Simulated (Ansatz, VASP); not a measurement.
This is a calculation of Sc for Ansatz 0.2.0.

Contents of input.yaml:

```yaml
crystal:
  lattice:
    - [3.3525444672, 0.0, 0.0]
    - [-1.6762722336, 2.9033886759, 0.0]
    - [0.0, 0.0, 5.3426934842]
  atoms:
    - { symbol: Sc, position: [0.6666666667, 0.3333333333, 0.75] }
    - { symbol: Sc, position: [0.3333333333, 0.6666666667, 0.25] }
hamiltonian:
  xc: lda
  pseudopotentials: { kind: paw }
kpoints:
  mp_grid: { grid: [9, 9, 5] }
scf:
  occupations: { method: gaussian, width: 0.05 }
output:
  forces: true
  stress: true
  eigenvalues: true
```

Potentials or basis: Ansatz PAW.

Run with:

```sh
$ ansatz run input.yaml --threads 1 --pin off --max-ram 3584MiB --backend cpu --events-out ev --progress --plain --runs-dir out
```

Task: Set up the same calculation for VASP 6.6.1. Potentials there: VASP PAW LDA potentials, release 64 (Sc_sv).

Result: As run (the cutoff follows the program's own potentials):

File INCAR:

```
SYSTEM = Sc
  PREC = Accurate
  ENCUT = 520
  EDIFF = 1E-6
  ISMEAR = 0
  SIGMA = 0.05
  LREAL = .FALSE.
  LASPH = .TRUE.
  NELM = 60
  ALGO = Normal
  ISIF = 2
  LWAVE = .FALSE.
  LCHARG = .FALSE.
  NBANDS = 18
```

Contents of KPOINTS:

```
regular mesh
0
G
  9 9 5
  0 0 0
```

Contents of POSCAR:

```
Sc
1.0
    3.3525444672      0.0000000000      0.0000000000
   -1.6762722336      2.9033886759      0.0000000000
    0.0000000000      0.0000000000      5.3426934842
Sc
2
Direct
    0.6666666667      0.3333333333      0.7500000000
    0.3333333333      0.6666666667      0.2500000000
```

Potentials or basis: VASP PAW LDA potentials, release 64 (Sc_sv).

Run with:

```bash
$ cat potpaw_LDA.64/Sc_sv/POTCAR > POTCAR
$ mpirun -np 1 vasp_std > vasp.out
```

Both were run:

|  | VASP | Ansatz | Ansatz less VASP |
| --- | --- | --- | --- |
| gap on the k mesh at the Fermi level (eV) | none | none | - |
| pressure (GPa) | -6.9 | -6.9 | -0.02 |
| largest component of the traceless stress (GPa) | 1.04 | 1.03 | -0.010 |

A gap of «none» marks a metal or a gap that the smearing closes.

Caveats: the PAW data sets come from PBE, with cores solved anew for the run's functional, which leaves a small shift of forces and pressure (Ansatz).
